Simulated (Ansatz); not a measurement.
# (001) slab of diamond Ge, 9.9 Å thick as cut, bare faces

Ansatz, PAW, plane waves, no spin–orbit coupling unless named; atoms relaxed with PBEsol, the curve by HSE06. The curve holds the local part of the PAW potentials, so its shape inside matter depends on the files.

```cif
data_structure
_symmetry_space_group_name_H-M 'P 1'
_symmetry_Int_Tables_number 1
_cell_length_a 8.0265
_cell_length_b 8.0265
_cell_length_c 23.9323
_cell_angle_alpha 90.000
_cell_angle_beta 90.000
_cell_angle_gamma 90.000
_cell_volume 1541.83
loop_
_atom_site_label
_atom_site_type_symbol
_atom_site_fract_x
_atom_site_fract_y
_atom_site_fract_z
_atom_site_occupancy
Ge1 Ge 0.99999 0.07386 0.28261 1
Ge2 Ge 0.00038 0.00438 0.53440 1
Ge3 Ge 0.49822 0.36064 0.31975 1
Ge4 Ge 0.49937 0.52217 0.52509 1
Ge5 Ge 0.25003 0.02602 0.34475 1
Ge6 Ge 0.25038 0.01226 0.59481 1
Ge7 Ge 0.74835 0.50216 0.35374 1
Ge8 Ge 0.74933 0.50968 0.58314 1
Ge9 Ge 0.99821 0.36076 0.31975 1
Ge10 Ge 0.99939 0.52216 0.52510 1
Ge11 Ge 0.50000 0.07375 0.28261 1
Ge12 Ge 0.50028 0.00438 0.53441 1
Ge13 Ge 0.24839 0.50233 0.35365 1
Ge14 Ge 0.24936 0.50964 0.58316 1
Ge15 Ge 0.75003 0.02595 0.34475 1
Ge16 Ge 0.75035 0.01228 0.59477 1
Ge17 Ge 0.25014 0.77416 0.40489 1
Ge18 Ge 0.25174 0.75374 0.65234 1
Ge19 Ge 0.75098 0.24439 0.41739 1
Ge20 Ge 0.75029 0.27499 0.65060 1
Ge21 Ge 0.00100 0.25651 0.47561 1
Ge22 Ge 0.00036 0.31367 0.71352 1
Ge23 Ge 0.50025 0.77035 0.46538 1
Ge24 Ge 0.50189 0.60652 0.68240 1
Ge25 Ge 0.25101 0.24456 0.41733 1
Ge26 Ge 0.25033 0.27496 0.65062 1
Ge27 Ge 0.75019 0.77410 0.40489 1
Ge28 Ge 0.75174 0.75376 0.65231 1
Ge29 Ge 0.00021 0.77031 0.46540 1
Ge30 Ge 0.00183 0.60654 0.68238 1
Ge31 Ge 0.50090 0.25647 0.47561 1
Ge32 Ge 0.50037 0.31358 0.71354 1
```

Planar mean of the electrostatic potential energy along the normal, from the vacuum level:

```
z (Å)  v (eV)
 0.00    0.00
 0.30    0.00
 0.75    0.00
 1.05    0.00
 1.35    0.00
 1.65    0.00
 2.09   -0.01
 2.39   -0.01
 2.69   -0.01
 2.99   -0.01
 3.44   -0.01
 3.74   -0.02
 4.04   -0.03
 4.49   -0.06
 4.79   -0.11
 5.09   -0.21
 5.38   -0.44
 5.83   -1.36
 6.13   -2.76
 6.43   -4.27
 6.73   -5.58
 7.18   -7.25
 7.48   -8.24
 7.78   -9.60
 8.23  -10.55
 8.53   -9.55
 8.83   -8.24
 9.12   -7.54
 9.57   -8.30
 9.87   -8.68
10.17   -8.26
10.47   -7.82
10.92   -8.34
11.22   -8.80
11.52   -8.48
11.97   -7.82
12.27   -8.17
12.56   -8.76
12.86   -8.66
13.31   -7.86
13.61   -7.96
13.91   -8.51
14.21   -8.53
14.66   -7.38
14.96   -7.61
15.26   -8.72
15.56  -10.10
16.00  -10.35
16.30   -9.33
16.60   -8.15
17.05   -6.46
17.35   -4.81
17.65   -3.18
17.95   -1.61
18.40   -0.50
18.70   -0.23
19.00   -0.10
19.30   -0.04
19.74    0.00
20.04    0.00
20.34    0.01
20.79    0.01
21.09    0.01
21.39    0.01
21.69    0.01
22.14    0.01
22.44    0.00
22.74    0.00
23.03    0.00
23.48    0.00
23.78    0.00
```

How far below the vacuum level do the top filled and the lowest empty level lie, by each functional?

PBEsol: 4.69 and 4.43 eV (gap 0.27 eV, a 3×3×1 mesh); HSE06: 4.94 and 4.24 eV (gap 0.69 eV, a 2×2×1 mesh). Either level can be a surface state and not a band edge of the crystal.

Both faces have rebuilt into tilted dimers, which pair up half of the dangling bonds left by the cut. The tilt moves charge from the inner atom, which flattens towards sp² with an emptied p-like orbital, to the outer one, which keeps an s-rich lone pair. This splits the remaining dangling-bond states and favours a gap. All dimers in a row lean the same way, whereas clean Ge(001) at low temperature is known to alternate them. The cell has room for alternation along the row, so the relaxation probably stayed in the local minimum nearest its starting geometry.

The deepest wells in the potential lie near the second layer on each side because the inner dimer atoms sink towards it, crowding ion cores into a narrow range of height; they don't indicate stronger bonding. The gap widens from 0.27 to 0.69 eV with HSE06, probably in part through screened exchange, with the change of mesh also contributing. Alternating the tilts would shift the dangling-bond levels, so neither gap should be assigned to the surface's ground state.
